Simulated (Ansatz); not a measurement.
Runs of Ansatz 0.2.0 on Ta2C. Symmetry: P-3m1, No. 164, trigonal system. Conventional cell: a = 3.106 Å, b = 3.106 Å, c = 4.946 Å, α = 90.00°, β = 90.00°, γ = 120.00°. Around Ta (site symmetry 3m) lie 3 C at 2.18 Å. C (site symmetry -3m) is surrounded by 6 Ta at 2.18 Å. 

```csv
level,U,hubbard projectors,double counting,gap on the mesh (eV),pressure (GPa),relaxed volume (Å³/atom)
LDA+U,Ta d U = 6 eV,ortho-atomic (the default),fll (the default),none,0.0,13.54
LDA+U,Ta d U = 1 eV,ortho-atomic (the default),fll (the default),none,0.0,13.39
LDA+U,Ta d U = 5 eV,ortho-atomic (the default),fll (the default),none,0.0,13.51
LDA+U,Ta d U = 4 eV,ortho-atomic (the default),fll (the default),none,0.0,(a)
LDA+U,Ta d U = 8 eV,ortho-atomic (the default),fll (the default),none,0.0,(c)
LDA+U,Ta d U = 3 eV,ortho-atomic (the default),fll (the default),none,0.0,13.45
LDA,-,-,-,none,0.0,13.36
LDA+U,Ta d U = 2 eV,ortho-atomic (the default),fll (the default),none,0.0,(b)
```

Alike in all rows: task relaxation of cell and atoms; potentials or basis Ansatz PAW; no spin polarisation; cell relaxed; k mesh 10 × 10 × 6; cutoff (eV) 420; smearing fermi-dirac 0.05 eV.

Problem. Estimate the missing entries.

Solution. (a) 13.48; (b) 13.42; (c) 13.63.

Caveats: the plane-wave basis is chosen anew once the cell has moved, so the energies of steps on either side of that aren't comparable; the PAW data sets come from PBE, with cores solved anew for the run's functional, which leaves a small shift of forces and pressure; U without spin polarisation on a metal has little footing (some runs); the U is typed as a test and isn't derived for this compound (some runs).

A k mesh can miss the band edges, and the runs leave out spin-orbit coupling on Ta.

A gap of «none» marks a metal or a gap under the smearing width.
